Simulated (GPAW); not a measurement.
**CuCl4 in GPAW: the effect of functional**

Crystal: CuCl4.

```
Cu Cl
1.0
    -2.43256    2.43256    5.23462
     2.43256   -2.43256    5.23462
     2.43256    2.43256   -5.23462
Cu Cl
1 4
Direct
  0.00000 0.00000 0.00000
  0.37882 0.88317 0.00000
  0.88317 0.37882 0.00000
  0.62118 0.62118 0.50435
  0.11683 0.11683 0.49565
```

The cell comes from a database or a generator and needn't be the stable form of this composition.

Alike in all runs:

| Property | Result |
| --- | --- |
| Program | GPAW 26.7.0 |
| Task | band structure |
| Cutoff | 600 eV |
| Basis | pw |
| k mesh | 5 × 5 × 5 |
| Occupations | fermi-dirac, width 0.05 eV |
| Spin | no spin polarisation |

Question: One run gave: pressure -2.7 GPa; largest force 0.26 eV/Å. Which functional did it use?
A. PBEsol
B. r2SCAN
C. LDA

Answer: A.

```csv
functional,potentials or basis,pressure (GPa),largest force (eV/Å)
r2SCAN,GPAW PAW data sets (gpaw-data 1.2.1),-2.0,0.28
PBEsol,PAW data sets generated in the run's folder for this functional,-2.7,0.26
LDA,the program's PAW data sets (release 1.2.1) made for this functional,-5.0,0.43
```

Caveats: all runs use coarse meshes; with this Cu data set, volumes or pressures lay over 1.5 % or 2 GPa off other programs in two to four cells of ten; an odd number of electrons without spin polarisation forces a metal; a magnetic or distorted state may lie lower; the run has no spin polarisation, though such a crystal can be magnetic; the PAW data sets were made with another functional, which shifts forces and pressure a little (some runs).

Not every run made on this cell is shown here.
